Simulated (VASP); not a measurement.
# KBr (strained rocksalt): one r²SCAN single-point calculation in two programs

```
K Br
1.0
     0.00000    3.30225    3.30225
     3.33527    0.00000    3.30225
     3.33527    3.30225    0.00000
K Br
1 1
Direct
  0.00000 0.00000 0.00000
  0.50000 0.50000 0.50000
```

The two codes use different PAW datasets and cutoffs. VASP's cell holds 16 valence electrons and Ansatz's 16. Ansatz's stress includes a Pulay correction; VASP's doesn't.

Cutoffs: 520 eV in VASP, 500 eV in Ansatz. k meshes: 6×6×6 and 6×6×6.

```tsv
	VASP	Ansatz
gap between bands v and c	5.04 eV	5.04 eV
least direct gap	5.04 eV	5.04 eV
pressure	-0.1 GPa	-0.1 GPa
```

Band v is the last that the valence electrons fill when counted band by band, and c is the next. Levels in eV from the top of v, Ansatz:

```json
{"point": "Γ", "v−1": "0.00", "v": "0.00", "c": "5.04", "c+1": "8.19"}
{"point": "X", "v−1": "-0.29", "v": "-0.29", "c": "6.36", "c+1": "7.98"}
{"point": "K", "v−1": "-0.63", "v": "-0.33", "c": "7.10", "c+1": "8.94"}
{"point": "L", "v−1": "-0.32", "v": "-0.32", "c": "7.10", "c+1": "8.83"}
{"point": "W", "v−1": "-0.58", "v": "-0.51", "c": "7.89", "c+1": "7.89"}
```

VASP:

```
point    v−1      v     c   c+1
    Γ   0.00   0.00  5.04  8.19
    X  -0.29  -0.29  6.37  7.99
    K  -0.62  -0.33  7.10  8.95
    L  -0.32  -0.32  7.11  8.83
    W  -0.58  -0.51  7.90  7.90
```
